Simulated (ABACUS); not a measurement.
Runs of ABACUS 3.10.1 on BN. It takes space group P6_3/mmc (No. 194, hexagonal). Conventional cell: a = 2.498 Å, b = 2.498 Å, c = 6.636 Å, α = 90.00°, β = 90.00°, γ = 120.00°. N (site symmetry -6m2) is surrounded by 3 B at 1.44 Å. B (site symmetry -6m2) is surrounded by 3 N at 1.44 Å. 

```tsv
task	level	potentials or basis	k mesh	cutoff (eV)	SCF threshold on the density	eigensolver	symmetry key	path	points for each segment of the path	mesh quality	gap on the mesh (eV)	pressure (GPa)	V0 of scaled cells (Å³/atom)	B0 (GPa)
equation of state	r2SCAN	SG15 ONCV 1.2 PBE, plane waves	8 × 8 × 3	1320	1e-08	dav	1	-	-	coarse	-	-	(b)	232
single point	r2SCAN	SG15 ONCV 1.2 PBE, plane waves	8 × 8 × 3	1320	1e-08	dav	1	-	-	not flagged	4.91	(a)	-	-
single point	PBE	SG15 ONCV 1.2 PBE, TZDP LCAO (the cutoffs set its grid)	11 × 11 × 4	1361	1e-07	genelpa	1	-	-	not flagged	4.36	4.2	-	-
single point	PBE	SG15 ONCV 1.2 PBE, DZP LCAO (the cutoffs set its grid)	11 × 11 × 4	1361	1e-07	scalapack_gvx	1	-	-	not flagged	4.32	(c)	-	-
equation of state	PBE	SG15 ONCV 1.2 PBE, DZP LCAO (the cutoffs set its grid)	11 × 11 × 4	1361	1e-07	genelpa	1	-	-	not flagged	-	-	9.19	234
```

Alike in all rows: no spin polarisation; cell as given; smearing fermi-dirac 0.05 eV.

Estimate the missing entries.

(a) -0.3; (b) 8.95; (c) 5.9.

Caveats: some runs use coarse meshes; an odd mesh through Γ misses points on the zone boundary, where band edges often lie (some runs); the atomic orbitals were generated for these runs and aren't a published set (some runs); this functional lacks dispersion, which binds the layers, so the pressure and a relaxed spacing across them are unreliable (some runs); the basis of atomic orbitals isn't converged, which shifts pressures, moduli and gaps (some runs); the cell was scaled at fixed shape and fractional positions, which overstates the stiffness of a crystal with free parameters, most of all of layers and chains (some runs); the potentials were made for another functional, which shifts forces and pressure (some runs).

Not every run made on this cell is shown here.
